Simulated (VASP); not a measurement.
# Rh: single point with PBEsol

Rh:

```
Rh
1.0
     2.76202    0.00000    0.00000
    -1.38101    2.39198    0.00000
     0.00000    0.00000    4.32952
Rh
2
Direct
  0.66667 0.33333 0.75000
  0.33333 0.66667 0.25000
```

This isn't the form of Rh at room conditions, which is fcc.

```
Program                : VASP 6.6.1
Task                   : single point
Functional             : PBEsol
Potentials or basis    : VASP PAW PBE potentials, release 64 (Rh_pv)
Cutoff                 : 520 eV
k mesh                 : 13 × 13 × 7
Occupations            : gaussian, width 0.1 eV
Spin                   : no spin polarisation
Dipole correction      : no
Further INCAR settings : ALGO = Fast; EDIFF = 1e-06; NBANDS = 22
```

- Pressure: -13.4 GPa
- Band gap on the k mesh: none (metal or under the smearing width)

Stress tensor (GPa, compression positive):
```
-15.43   0.00   0.00
  0.00 -15.43   0.00
  0.00   0.00  -9.24
```

Levels at points of the mesh, in eV from the Fermi level:
```tsv
k point	band 11	band 12	band 13	band 14	band 15	band 16	band 17	band 18	band 19	band 20
(0.00, 0.00, 0.00)	-2.75	-2.36	-2.36	-2.06	-2.06	0.08	0.08	0.96	8.60	15.58
```

It took 17 s on 1 thread of Intel(R) Xeon(R) 6975P-C (Granite Rapids) (shared host), peak memory 0.17 GiB.

Caveat: the PAW data sets were made with another functional, which shifts forces and pressure a little.
